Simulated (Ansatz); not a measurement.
# ZrN: the cost of one run

Computed with Ansatz 0.2.0 (DFT LDA, scalar-relativistic, unless a step's input says otherwise).

## 1. The structure to begin with

Symmetry: Fm-3m, No. 225, cubic system. Conventional cell: a = 4.568 Å, b = 4.568 Å, c = 4.568 Å, α = 90.00°, β = 90.00°, γ = 90.00°. Zr (site symmetry m-3m) has 6 N at 2.28 Å as nearest neighbours. Around N (site symmetry m-3m) lie 6 Zr at 2.28 Å.

Coordinates:

```cif
data_structure
_symmetry_space_group_name_H-M 'Fm-3m'
_symmetry_Int_Tables_number 225
_cell_length_a 4.5685
_cell_length_b 4.5685
_cell_length_c 4.5685
_cell_angle_alpha 90.000
_cell_angle_beta 90.000
_cell_angle_gamma 90.000
_cell_volume 95.35
loop_
_atom_site_label
_atom_site_type_symbol
_atom_site_symmetry_multiplicity
_atom_site_Wyckoff_symbol
_atom_site_fract_x
_atom_site_fract_y
_atom_site_fract_z
_atom_site_occupancy
Zr1 Zr 4 a 0.00000 0.00000 0.00000 1
N1 N 4 b 0.50000 0.00000 0.00000 1
```

The file gives the conventional cell by its symmetry; the runs use the cell typed in the input.

Atoms are numbered in the order of the input: Zr1, N2.

## 2. The deformed structure

Space group Fm-3m before, I4/mmm after.

## 3. All-electron LAPW

Contents of input.yaml:

```yaml
crystal:
  lattice:
    - [0.0, 2.2385454, 2.28423]
    - [2.2385454, 0.0, 2.28423]
    - [2.2385454, 2.2385454, 0.0]
  atoms:
    - { symbol: Zr, position: [0.0, 0.0, 0.0] }
    - { symbol: "N", position: [0.5, 0.5, 0.5] }
kpoints:
  mp_grid: { grid: [9, 9, 9] }
  band_path:
    path:
      - [0.0, 0.0, 0.0]
      - [0.0, 0.5, 0.5]
      - [0.25, 0.75, 0.5]
      - [0.0, 0.5, 0.0]
      - [0.0, 0.0, 0.0]
      - [0.5, 0.5, 0.0]
      - [0.37005, 0.62995, 0.0]
      - [-0.37005, 0.37005, 0.0]
      - [0.0, 0.0, 0.0]
    npoints: 5
scf:
  occupations: { method: fermi_dirac, width: 0.03 }
hamiltonian:
  xc: lda
  pseudopotentials: { kind: all_electron, lapw: { basis_error: 0.00025 } }
output:
  forces: true
  stress: true
  eigenvalues: true
```

Launch:

```
ansatz run input.yaml --threads 1 --pin off --max-ram 3072MiB --backend cpu --events-out ev --progress --plain --runs-dir out
```

Q: Estimate wall time and peak memory on 1 thread of Intel Xeon Platinum 8488C (Sapphire Rapids), shared host.

About 12 s, with a peak of 0.42 GiB.
